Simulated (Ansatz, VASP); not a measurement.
# In5Ga3P8 (random alloy of the zinc-blende GaP-InP line, x = 0.625) in two plane-wave programs, part 2 of 2

One calculation is typed for both programs; each brings its own data sets. How far apart do they land? Of the first pair: The structure shown is the start of the Ansatz relaxation below; VASP solves that cell, so the two are compared at the walk's first step.

VASP 6.6.1 and Ansatz 0.2.0.

So far: The starting structure; Ansatz: relaxation, PBE.

### Step 3. VASP: single point, PBE, start cell, pair 1

Level of this step: PBE; plane waves and PAW (Ga_d, P, In_d) (VASP).

The same cell, functional, mesh and smearing now go to VASP, with its own data sets.

Lines of VASP's logs that name or quote its potential files are left out, and so is its time.

The input, INCAR:

```
SYSTEM = In5Ga3P8
PREC = Accurate
ENCUT = 400
EDIFF = 1E-06
NELM = 120
ISMEAR = -1
SIGMA = 0.025
LREAL = Auto
ALGO = Normal
GGA = PE
NBANDS = 336
LORBIT = 11
LWAVE = .FALSE.
LCHARG = .FALSE.
ISIF = 2
LASPH = .TRUE.
GGA_COMPAT = .FALSE.
EFERMI = MIDGAP
NCORE = 2
```

The input, POSCAR:

```
In5Ga3P8
1.0
   11.5825000000      0.0000000000      0.0000000000
    0.0000000000     11.5825000000      0.0000000000
    0.0000000000      0.0000000000     11.5825000000
Ga P In
12 32 20
Direct
    0.0027973235      0.9989380531      0.9990934600
    0.9988085474      0.2493071444      0.7488107058
    0.0002072092      0.5010662638      0.0005180229
    0.9996373840      0.7510123030      0.2514483056
    0.2520699331      0.7503216059      0.4993481545
    0.4994085905      0.0000777034      0.9989294194
    0.7478782646      0.0009497086      0.7513662853
    0.4994603928      0.7457975394      0.2517936542
    0.7497604144      0.4997884740      0.2500323764
    0.7504338442      0.7494927693      0.0008633715
    0.5000820203      0.7496136413      0.7522987265
    0.7478005612      0.5005396072      0.7508741636
    0.1231513058      0.1264925534      0.1210274120
    0.1245672351      0.3775178070      0.3714396719
    0.3730973451      0.1246967408      0.3734772286
    0.3769825167      0.3765594647      0.1258709260
    0.1233757824      0.1245413339      0.6259184114
    0.1235398230      0.3738398446      0.8749838118
    0.3762831858      0.1246708396      0.8734729117
    0.3739002806      0.3753334772      0.6286293978
    0.1243859270      0.6230261170      0.1244031945
    0.1266134254      0.8754932009      0.3765335636
    0.3744873732      0.6258407080      0.3748672566
    0.3725879560      0.8725059357      0.1241269156
    0.1215109001      0.6244679473      0.6264278006
    0.1246535722      0.8753205267      0.8757090438
    0.3756529247      0.6252104468      0.8769522987
    0.3739002806      0.8757263112      0.6251327434
    0.6262119577      0.1242305202      0.1271141809
    0.6252881502      0.3762831858      0.3733477229
    0.8755363695      0.1264580186      0.3735203972
    0.8722123894      0.3769393482      0.1257068854
    0.6283962875      0.1217871789      0.6271271314
    0.6264882366      0.3746859486      0.8739563997
    0.8739218649      0.1258968271      0.8730239586
    0.8748197712      0.3764990287      0.6262982948
    0.6260738183      0.6254003885      0.1261817397
    0.6287761709      0.8757608461      0.3748327218
    0.8730584934      0.6241139650      0.3732786531
    0.8746988992      0.8767019210      0.1253701705
    0.6265573063      0.6293718973      0.6245715519
    0.6245024822      0.8761666307      0.8744485215
    0.8772285776      0.6248132959      0.8739304986
    0.8748715735      0.8770041010      0.6256421325
    0.0030131664      0.2486941507      0.2505503993
    0.2494366501      0.9993438377      0.2519576948
    0.2500669113      0.2510079862      0.9981005828
    0.0015627024      0.9988171811      0.4997884740
    0.2480725232      0.0003971509      0.7528685517
    0.2487114181      0.2529160371      0.5000906540
    0.2487027844      0.5021627455      0.2508871142
    0.2519490611      0.7526181740      0.0037729333
    0.0002762789      0.5015065832      0.5005482409
    0.0003971509      0.7513231168      0.7496222750
    0.2503431902      0.5002115260      0.7488366070
    0.5007036477      0.2510166199      0.2481070581
    0.7495359378      0.0000604360      0.2476322038
    0.7506065185      0.2477271746      0.9999309303
    0.4999611483      0.9986617742      0.5021972804
    0.5028102741      0.2505763005      0.7479300669
    0.7513835528      0.2500841787      0.4996762357
    0.5009108569      0.5002374272      0.0001295057
    0.5037772502      0.4967321390      0.4988819340
    0.7509691345      0.7504165767      0.5004791712
```

The input, KPOINTS:

```
Automatic mesh
0
Gamma
1 1 1
0 0 0
```

PAW data sets: Ga_d, P and In_d (PBE family, release 64).

On the command line:

```
$ mpirun -np 8 vasp_gam
```

Numbers of over 12 decimals in the logs are rounded to 6 here.

Output:

```text
[banner, memory and clock lines left out]
running    8 mpi-ranks, on    1 nodes
[...]
LDA part: xc-table for (Slater+PW92), standard interpolation
 POSCAR, INCAR and KPOINTS ok, starting setup
[...]
entering main loop
       N       E                     dE             d eps       ncg     rms          rms(c)
DAV:   1     0.913628808179E+04    0.91363E+04   -0.20814E+05   712   0.216E+03
DAV:   2     0.216640920017E+04   -0.69699E+04   -0.67739E+04   672   0.646E+02
DAV:   3     0.986675198669E+02   -0.20677E+04   -0.19508E+04   792   0.277E+02
DAV:   4    -0.245249617816E+03   -0.34392E+03   -0.31561E+03   792   0.105E+02
[...]
DAV:  16    -0.269385928695E+03   -0.10901E-04   -0.11244E-04   744   0.410E-02    0.162E-02
DAV:  17    -0.269385927921E+03    0.77370E-06   -0.13843E-05   752   0.274E-02    0.148E-02
DAV:  18    -0.269385928068E+03   -0.14644E-06   -0.98118E-06   632   0.918E-03
   1 F= -.26938593E+03 E0= -.26938592E+03  d E =-.615359E-05
```

From OUTCAR (step 3):

```text
  Total        8.2138055      8.4631976      8.5042689      0.8381416      1.3000847     -0.6345248
  in kB        8.4693108      8.7264607      8.7688096      0.8642135      1.3405262     -0.6542628
  external PRESSURE =       8.6548603 kB  Pullay stress =       0.0000000 kB

 POSITION                                       TOTAL-FORCE (eV/Angst)
 -----------------------------------------------------------------------------------
      0.03240     11.57020     11.57200        -0.295945      0.081781     -0.080832
     11.56870      2.88760      8.67310        -0.052748      0.053996      0.072304
      0.00240      5.80360      0.00600        -0.216799     -0.121327     -0.014384
     11.57830      8.69860      2.91240        -0.048365     -0.152668     -0.169274
      2.91960      8.69060      5.78370        -0.143272     -0.064706      0.189321
      5.78440      0.00090     11.57010         0.000338     -0.034937      0.129526
      8.66230      0.01100      8.70270         0.314124     -0.131834     -0.010096
      5.78500      8.63820      2.91640         0.185569      0.411783     -0.092595
      8.68410      5.78880      2.89600         0.078780      0.135048     -0.137647
      8.69190      8.68100      0.01000         0.120174      0.017566     -0.062551
      5.79220      8.68240      8.71350        -0.070837      0.019474     -0.121899
      8.66140      5.79750      8.69700         0.175916      0.095028      0.012644
      1.42640      1.46510      1.40180        -0.291229     -0.995620     -0.356988
      1.44280      4.37260      4.30220         0.026941     -0.132951      0.504532
[...]
-----------------------------------------------------------------------------------
    total drift:                                0.000298      0.002971     -0.010534

  FREE ENERGIE OF THE ION-ELECTRON SYSTEM (eV)
  ---------------------------------------------------
  free  energy   TOTEN  =      -269.3859280679 eV

  energy  without entropy=     -269.3859219143  energy(sigma->0) =     -269.38592499

[... 2 further parts left out ...]
```

The run ends at a pressure of 0.87 GPa, with forces up to 2.1 eV/Å.

### Step 4. Differences

Known differences besides the potentials themselves: the cutoff is 420 eV in Ansatz and 400 eV in VASP (PREC = Accurate, projectors in real space). Total energies have different zeros and are not compared.

Forces on 7 of the 64 atoms, those with the largest forces and the largest differences (eV/Å; atoms numbered as in POSCAR):

| atom | Ansatz x, y, z | VASP x, y, z |
| --- | --- | --- |
| P22 | -0.103, -1.599, -0.061 | -0.102, -1.590, -0.060 |
| P24 | 1.910, 0.570, 0.586 | 1.898, 0.565, 0.582 |
| P25 | 1.194, 0.802, -0.823 | 1.187, 0.798, -0.820 |
| P28 | -0.099, -1.461, 0.210 | -0.099, -1.453, 0.208 |
| P29 | -0.955, -0.542, -1.062 | -0.949, -0.540, -1.056 |
| P40 | 0.924, -0.849, -0.841 | 0.920, -0.843, -0.836 |
| P41 | -0.354, -0.519, 1.456 | -0.351, -0.517, 1.449 |

The forces differ by 3.1 meV/Å r.m.s., which is 0.6 % of the r.m.s. force of 0.513 eV/Å (both taken over all components).

### Step 5. Ansatz: relaxation, PBE

This run makes the geometry at which the two programs are then compared.

The structure compared here is the end of the Ansatz relaxation.

This is the run of step 2 again, met here at its other cell.

### Step 6. VASP: single point, PBE, relaxed cell, pair 2

The same cell, functional, mesh and smearing now go to VASP, with its own data sets.

INCAR, as its differences from that of step 3:

```diff
@@ -2,3 +2,3 @@
 PREC = Accurate
-ENCUT = 400
+ENCUT = 500
 EDIFF = 1E-06
```

The input, POSCAR:

```
In5Ga3P8
1.0
   11.5835860000      0.0005330000      0.0003890000
    0.0005330000     11.5896920000      0.0008950000
    0.0003890000      0.0008950000     11.5837730000
Ga P In
12 32 20
Direct
    0.9960200000      0.9968300000      0.9972300000
    0.9947900000      0.2513200000      0.7559000000
    0.9917500000      0.5027500000      0.0003200000
    0.9980400000      0.7471600000      0.2443400000
    0.2522900000      0.7499900000      0.4968800000
    0.5058100000      0.9934100000      0.9980800000
    0.7507600000      0.9972000000      0.7559900000
    0.5034600000      0.7514500000      0.2478200000
    0.7525100000      0.5083900000      0.2459400000
    0.7507600000      0.7501300000      0.0005600000
    0.5043500000      0.7510100000      0.7526500000
    0.7518500000      0.5027000000      0.7560900000
    0.1155200000      0.1147900000      0.1180000000
    0.1244400000      0.3754700000      0.3741200000
    0.3747000000      0.1237300000      0.3762100000
    0.3737600000      0.3785300000      0.1216900000
    0.1173000000      0.1326500000      0.6353000000
    0.1092100000      0.3781200000      0.8770900000
    0.3835000000      0.1159900000      0.8830900000
    0.3779500000      0.3751200000      0.6261300000
    0.1116800000      0.6251500000      0.1207800000
    0.1230600000      0.8602600000      0.3739700000
    0.3771800000      0.6398200000      0.3720400000
    0.3908200000      0.8734700000      0.1239300000
    0.1298600000      0.6346000000      0.6179600000
    0.1183700000      0.8801300000      0.8822700000
    0.3810500000      0.6333600000      0.8698200000
    0.3742300000      0.8605700000      0.6269100000
    0.6212100000      0.1186100000      0.1150700000
    0.6348800000      0.3854100000      0.3674000000
    0.8731500000      0.1236700000      0.3729200000
    0.8718400000      0.3887100000      0.1241600000
    0.6333900000      0.1151400000      0.6319400000
    0.6324500000      0.3820700000      0.8700200000
    0.8802300000      0.1170000000      0.8705100000
    0.8748700000      0.3792400000      0.6407000000
    0.6324400000      0.6349400000      0.1311500000
    0.6201100000      0.8678900000      0.3684000000
    0.8748900000      0.6273900000      0.3629100000
    0.8815800000      0.8675800000      0.1157100000
    0.6282700000      0.6253600000      0.6407100000
    0.6279800000      0.8731200000      0.8761200000
    0.8670100000      0.6208500000      0.8823700000
    0.8665200000      0.8797800000      0.6321800000
    0.9970700000      0.2518800000      0.2449900000
    0.2500500000      0.9932200000      0.2476900000
    0.2452000000      0.2475100000      0.9977500000
    0.9999800000      0.9981200000      0.5022500000
    0.2503700000      0.9979700000      0.7522800000
    0.2479000000      0.2500000000      0.5031200000
    0.2479400000      0.5070500000      0.2490700000
    0.2507200000      0.7523400000      0.0022900000
    0.9977200000      0.5027500000      0.5001900000
    0.9959600000      0.7498900000      0.7539200000
    0.2474500000      0.5025300000      0.7503300000
    0.5025100000      0.2512200000      0.2475200000
    0.7504700000      0.9937100000      0.2429200000
    0.7541600000      0.2499300000      0.9962600000
    0.5000800000      0.9935200000      0.5029100000
    0.5049900000      0.2467100000      0.7528000000
    0.7524200000      0.2531800000      0.5043700000
    0.5063600000      0.5073100000      0.0002000000
    0.5033600000      0.5071100000      0.4999300000
    0.7483600000      0.7479700000      0.5005600000
```

KPOINTS is that of step 3.

On the command line:

```
$ mpirun -np 8 vasp_gam
```

Output:

```text
[... set-up lines as in an earlier step ...]
 entering main loop
       N       E                     dE             d eps       ncg     rms          rms(c)
DAV:   1     0.997083357454E+04    0.99708E+04   -0.23615E+05   688   0.247E+03
DAV:   2     0.246129284655E+04   -0.75095E+04   -0.72832E+04   672   0.746E+02
DAV:   3     0.157158696263E+03   -0.23041E+04   -0.21874E+04   784   0.307E+02
DAV:   4    -0.239119767121E+03   -0.39628E+03   -0.36470E+03   776   0.117E+02
[...]
DAV:  16    -0.272277277896E+03   -0.26586E-05   -0.13750E-05   768   0.220E-02    0.212E-02
DAV:  17    -0.272277280206E+03   -0.23107E-05   -0.75955E-06   672   0.210E-02    0.447E-03
DAV:  18    -0.272277280742E+03   -0.53569E-06   -0.48518E-06   528   0.112E-02
   1 F= -.27227728E+03 E0= -.27227728E+03  d E =-.490465E-05
```

OUTCAR, selected parts (step 6):

```text
  Total       -0.3710846     -0.3701363     -0.3912036      0.0220453     -0.0069321     -0.0051324
  in kB       -0.3823126     -0.3813356     -0.4030403      0.0227123     -0.0071419     -0.0052877
  external PRESSURE =      -0.3888962 kB  Pullay stress =       0.0000000 kB

 POSITION                                       TOTAL-FORCE (eV/Angst)
 -----------------------------------------------------------------------------------
     11.53840     11.55438     11.55297         0.002942     -0.002959      0.000033
     11.52366      2.91393      8.75679         0.003046      0.001462      0.000439
     11.48829      5.82725      0.00454        -0.003583      0.000355      0.001434
     11.56138      8.66010      2.83144         0.003190     -0.003155     -0.002198
      2.92302      8.69273      5.75651         0.001125     -0.004503      0.002492
      5.86001     11.51448     11.56262         0.001874      0.000059      0.004493
      8.69732     11.55832      8.75840         0.001408     -0.001156     -0.001370
      5.83237      8.70956      2.87156        -0.000171      0.002853      0.000435
      8.71713      5.89270      2.84966         0.002705      0.001027      0.001176
      8.69689      8.69418      0.00745         0.002243     -0.002578      0.001943
      5.84287      8.70492      8.71940        -0.002371     -0.003068     -0.000675
      8.70968      5.82722      8.75912        -0.001756     -0.000080      0.004437
      1.33824      1.33055      1.36703         0.002210     -0.000917      0.000896
      1.44181      4.35198      4.33411        -0.001743     -0.006573     -0.002806
[...]
-----------------------------------------------------------------------------------
    total drift:                               -0.031784      0.014214      0.010247

  FREE ENERGIE OF THE ION-ELECTRON SYSTEM (eV)
  ---------------------------------------------------
  free  energy   TOTEN  =      -272.2772807420 eV

  energy  without entropy=     -272.2772758373  energy(sigma->0) =     -272.27727829

[... 1 part as in an earlier step ...]

[... 1 further part left out ...]
```

The run ends at a pressure of -0.04 GPa, with forces up to 0.012 eV/Å.

### Step 7. Differences

What differs besides the data sets and the points named for the pairs above, as far as they apply: the cutoff is 420 eV in Ansatz and 500 eV in VASP (PREC = Accurate, projectors in real space). Total energies have different zeros and are not compared.

The two programs side by side:

| quantity | Ansatz | VASP | difference |
| --- | --- | --- | --- |
| pressure (GPa) | 0.00 | -0.04 | +0.04 |
| gap on the k mesh (eV) | 0.654 | 0.649 | +0.005 |

The largest component of a force difference here is 9 meV/Å. A gap on the mesh is an upper bound, since the band edges may lie between its points.

### Step 8. Outcome

- r.m.s. force difference (single point, PBE, start cell, pair 1): 0.60 % of the r.m.s. force
- difference in gap on the k mesh (single point, PBE, relaxed cell, pair 2): 0.0050 eV

What this shows: The r.m.s. force difference is 0.60 % of the r.m.s. force (single point, PBE, start cell, pair 1), within the 3 % picked in this series as the mark of a large difference. Such differences can come from data sets, numerical settings and the points named under the comparisons, not from the functional's error against experiment.

[Lines on the potential files, build, host, timing and source positions are cut from VASP's logs without a mark.]

[Logs are printed without paths, hosts, clocks, repeated set-up lines and the standing remarks that a program may print on its own settings, such as how far it seeks lower states.]

[Hosts, paths, dates, database ids (printed as entryN), source tags and the programs' standing remarks are cut or masked in the printed files.]
